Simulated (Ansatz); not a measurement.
InSe: random displacements

Level of theory: DFT LDA, scalar-relativistic, plane waves, PAW in Ansatz 0.2.0. The runs took a 420 eV cutoff, a Γ-centred 12×12×12 mesh and Gaussian smearing (0.03 eV). No spin polarisation. Energies are free energies at this smearing, counted from the undisturbed cell; pressure is positive in compression.

Zero of the scan (as given, not relaxed at this level):

```
In Se
1.0
     2.00000    1.15470    8.31667
    -2.00000    1.15470    8.31667
     0.00000   -2.30940    8.31667
In Se
2 2
Direct
  0.00000 0.00000 0.00000
  0.11220 0.11220 0.11220
  0.61550 0.61550 0.61550
  0.83000 0.83000 0.83000
```

The cell holds layers and no dispersion correction was added, so their binding is poorly described.

The atoms are displaced (Å, in the unstrained cell):

| atom | ux | uy | uz |
| --- | --- | --- | --- |
| In1 | 0.049 | 0.036 | -0.004 |
| In2 | 0.055 | -0.061 | 0.009 |
| Se3 | -0.087 | 0.021 | 0.010 |
| Se4 | -0.017 | 0.004 | -0.015 |

Strain (Voigt, engineering shear): (0.0029, -0.0171, -0.0025, -0.0360, -0.0037, -0.0101).

Q: What are the energy change, the stress and the forces?

A: ΔE = 22.5 meV/atom; stress (xx, yy, zz, yz, xz, xy; compression positive) (-0.23, 1.53, -0.82, 0.67, -0.46, 1.76) GPa; gap on the mesh 0.20 eV.
| atom | Fx (eV/Å) | Fy | Fz |
| --- | --- | --- | --- |
| In1 | -0.68 | 0.12 | 0.51 |
| In2 | -0.46 | 0.21 | -0.49 |
| Se3 | 0.70 | -0.22 | -0.23 |
| Se4 | 0.44 | -0.11 | 0.21 |